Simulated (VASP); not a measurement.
# Pb: convergence, self-consistent run

Pb, I4/mmm (no. 139), 1 atom in the cell. LDA; PAW potentials Pb_d (LDA set). VASP 6.6.1.

Wanted: energy within 2 meV/atom.

What the run is for: energy; Accuracy asked: standard.

POSCAR:
```
Pb
1.0
   -1.9796595667      1.9796595667      1.9598629710
    1.9796595667     -1.9796595667      1.9598629710
    1.9796595667      1.9796595667     -1.9598629710
Pb
1
Direct
    0.0000000000      0.0000000000      0.0000000000
```

The series start from Plane-wave cutoff (eV): 310; Smearing width (eV): 0.1; k-point mesh: 13 × 13 × 13; Precision mode (PREC): Accurate; Electronic threshold (eV): 1e-6; Bands in all (NBANDS): 16; Electronic algorithm: ALGO=Normal; Delay and inner steps: defaults; Support grid and gradient cutoff: ADDGRID=False GGA_COMPAT=False. Each series keeps the choices made before it, and each single choice may use up half of a tolerance.

## Plane-wave cutoff (eV)

| Plane-wave cutoff (eV) | Energy less reference (meV/atom) | SCF iterations | Time (s) |
|---|---|---|---|
| 190 | 256.3 | 9 | 18 |
| 240 | 2.4 | 9 | 25 |
| 280 | 1.5 | 9 | 35 |
| 310 | 0.9 | 9 | 45 |
| 360 | 1.4 | 9 | 55 |
| 420 | -0.2 | 9 | 54 |
| 500 | 0.1 | 9 | 80 |
| 620 (reference) | 0.0 | 9 | 87 |

Chosen: 420, the loosest value from which every tighter one stays within half of the tolerance.

## Smearing width (eV)

| Smearing width (eV) | Energy less reference (meV/atom) | SCF iterations | Time (s) |
|---|---|---|---|
| 0.4 | 0.0 | 9 | 59 |
| 0.3 | 0.6 | 9 | 67 |
| 0.2 | 0.7 | 9 | 95 |
| 0.15 | 0.5 | 9 | 80 |
| 0.1 | 0.2 | 9 | 54 |
| 0.05 (reference) | 0.0 | 9 | 83 |

Chosen: 0.4.

## k-point mesh

| k-point mesh | Energy less reference (meV/atom) | SCF iterations | Time (s) |
|---|---|---|---|
| 4 × 4 × 4 | 185.0 | 10 | 7.7 |
| 6 × 6 × 6 | -8.9 | 9 | 15 |
| 7 × 7 × 7 | -27.8 | 9 | 20 |
| 9 × 9 × 9 | 17.9 | 9 | 39 |
| 11 × 11 × 11 | -7.4 | 9 | 57 |
| 13 × 13 × 13 | -4.9 | 9 | 59 |
| 16 × 16 × 16 | -0.3 | 9 | 155 |
| 19 × 19 × 19 (reference) | 0.0 | 9 | 223 |

Chosen: 16 × 16 × 16.

## Precision mode (PREC)

| Precision mode (PREC) | Energy less reference (meV/atom) | SCF iterations | Time (s) |
|---|---|---|---|
| Low | -1.4 | 9 | 65 |
| SingleN | -1.4 | 9 | 67 |
| Normal | 0.0 | 9 | 78 |
| Accurate (reference) | 0.0 | 9 | 155 |

Chosen: Normal.

## Electronic threshold (eV)

| Electronic threshold (eV) | Energy less reference (meV/atom) | SCF iterations | Time (s) |
|---|---|---|---|
| 0.001 | 0.0 | 8 | 60 |
| 0.0001 | 0.0 | 9 | 66 |
| 1e-5 | 0.0 | 9 | 60 |
| 1e-6 | 0.0 | 9 | 78 |
| 1e-7 | 0.0 | 11 | 84 |
| 1e-8 (reference) | 0.0 | 11 | 74 |

Chosen: 0.001.

## Bands in all (NBANDS)

| Bands in all (NBANDS) | Energy less reference (meV/atom) | SCF iterations | Time (s) |
|---|---|---|---|
| 8 | 2.4 | 8 | 22 |
| 9 | 0.0 | 8 | 36 |
| 11 | 0.0 | 8 | 38 |
| 13 | 0.0 | 8 | 52 |
| 16 | 0.0 | 8 | 60 |
| 25 (reference) | 0.0 | 8 | 92 |

Chosen: 9.

## Electronic algorithm

| Electronic algorithm | Energy less reference (meV/atom) | SCF iterations | Time (s) |
|---|---|---|---|
| ALGO=Normal | 0.0 | 8 | 36 |
| ALGO=Fast | 0.1 | 8 | 35 |
| ALGO=VeryFast | 0.3 | 15 | 51 |
| ALGO=All ISEARCH=1 | 0.1 | 9 | 29 |
| ALGO=All ISEARCH=0 | 0.1 | 9 | 26 |
| ALGO=Damped TIME=0.4 | 1.1 | 14 | 40 |
| ALGO=Damped TIME=0.1 | 2.7 | 22 | 78 |

Chosen: ALGO=Normal; no other choice that stays within half of the tolerance saves 30 % of the time.

## Delay and inner steps

| Delay and inner steps | Energy less reference (meV/atom) | SCF iterations | Time (s) |
|---|---|---|---|
| defaults | 0.0 | 8 | 36 |
| NELMDL=-2 | -0.1 | 7 | 39 |
| NELMDL=-8 | 0.0 | 11 | 49 |
| NELMDL=-12 | 0.0 | 15 | 56 |
| NRMM=2 | 0.0 | 8 | 36 |
| NRMM=6 | 0.0 | 8 | 34 |
| WEIMIN=0.001 | 0.0 | 8 | 42 |

Chosen: defaults.

## Support grid and gradient cutoff

| Support grid and gradient cutoff | Energy less reference (meV/atom) | SCF iterations | Time (s) |
|---|---|---|---|
| ADDGRID=False GGA_COMPAT=False | 0.0 | 8 | 36 |
| ADDGRID=True GGA_COMPAT=False | 0.0 | 8 | 38 |
| ADDGRID=False GGA_COMPAT=True | 0.0 | 8 | 37 |

Chosen: ADDGRID=False GGA_COMPAT=False.

## All choices together

| Input | Energy less reference (meV/atom) | Time (s) |
|---|---|---|
| the program's defaults (naive) | 62.8 | 2.0 |
| chosen settings | -1.2 | 36 |
| reference settings throughout | 0.0 | 696 |

The tolerance is met.

## The input

INCAR:
```
SYSTEM = Pb
GGA = CA
ISMEAR = 1
SIGMA = 0.4
LWAVE = .FALSE.
LCHARG = .FALSE.
ISIF = 2
PREC = Normal
LASPH = .TRUE.
LREAL = .FALSE.
ALGO = Normal
EDIFF = 0.001
NELM = 120
GGA_COMPAT = .FALSE.
ENCUT = 420
NBANDS = 9
ADDGRID = .FALSE.
```

KPOINTS:
```
Automatic mesh
0
Gamma
  16 16 16
  0 0 0
```

Commands:
```
cat potpaw_LDA.64/Pb_d/POTCAR > POTCAR
mpirun -np 1 vasp_std > vasp.out
```

The chosen input took VASP 6.6.1 36 s on 1 core (AMD EPYC 7R43 (Zen 3)), a shared host.

## An input that fails: cutoff far too low

VASP's message: EDDAV: Call to ZHEGV failed. Returncode = 1 2 16.

Changes against the starting input:
```
- NELM = 120
- ENCUT = 310
+ NELM = 64
+ ENCUT = 80
```
